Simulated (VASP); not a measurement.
SnS: phonons with PBE

SnS:

```
Sn S
1.0
    11.44274    0.00000    0.00000
     0.00000    4.02044    0.00000
     0.00000    0.00000    4.45447
Sn S
4 4
Direct
  0.12151 0.25000 0.12953
  0.37849 0.75000 0.62953
  0.62151 0.25000 0.37047
  0.87849 0.75000 0.87047
  0.84989 0.25000 0.47738
  0.65011 0.75000 0.97738
  0.34989 0.25000 0.02262
  0.15011 0.75000 0.52262
```

| Item | Value |
| --- | --- |
| Program | VASP 6.6.1 |
| Task | phonons |
| Functional | PBE |
| Potentials or basis | VASP PAW PBE potentials, release 64 (Sn_d, S) |
| Cutoff | 600 eV |
| k mesh | 4 × 8 × 6 |
| Occupations | gaussian, width 0.03 eV |
| Spin | no spin polarisation |
| By perturbation theory | no |
| Further INCAR settings | ALGO = Normal; EDIFF = 1e-08; IBRION = 6; POTIM = 0.015; NSW = 1 |

```json
{
  "Highest phonon frequency at Γ, LO-TO splitting left out": "275 cm⁻¹"
}
```

Phonon frequencies in cm⁻¹ (negative: imaginary):
```tsv
q point	frequencies
(0.000, 0.000, 0.000)	0 0 0 36 40 48 58 64 70 83 85 89 149 160 181 186 187 189 195 211 212 213 217 275
```

It took 58 min on 2 MPI ranks on Intel(R) Xeon(R) 6975P-C (Granite Rapids), on a shared host, peak memory 1.5 GiB a rank.
